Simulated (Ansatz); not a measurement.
Runs of Ansatz 0.2.0 on Au. It takes space group P6_3/mmc (No. 194, hexagonal). The conventional cell has a = 2.900 Å, b = 2.900 Å, c = 4.880 Å, α = 90.00°, β = 90.00°, γ = 120.00°. Au (site symmetry -6m2) is surrounded by 12 Au at 2.90 to 2.96 Å. This isn't the form of Au at room conditions, which is fcc.

```csv
level,spin,k mesh,cutoff (eV),mesh quality,gap on the mesh (eV),pressure (GPa)
r2SCAN,off,6 × 6 × 3,500,coarse,none,(b)
LDA,off,6 × 6 × 3,420,coarse,none,(a)
PBEsol,"SOC, no magnetisation",11 × 11 × 6,420,not flagged,none,-8.0
PBEsol,off,11 × 11 × 6,420,not flagged,none,-6.4
PBEsol,off,6 × 6 × 3,420,coarse,none,-6.0
```

Alike in all rows: task band structure; potentials or basis Ansatz PAW; cell as given; smearing fermi-dirac 0.05 eV.

Question: Fill in the values left out.

Answer: (a) -10.2; (b) -0.1.

Caveats: some runs use coarse meshes; the PAW data sets come from PBE, with cores solved anew for the run's functional, which leaves a small shift of forces and pressure; spin-orbit coupling is left out, which moves the levels of the heavy elements (some runs).

A k mesh can miss the band edges, and rows without SOC leave out spin-orbit coupling on Au.

A gap of «none» marks a metal or a gap under the smearing width.
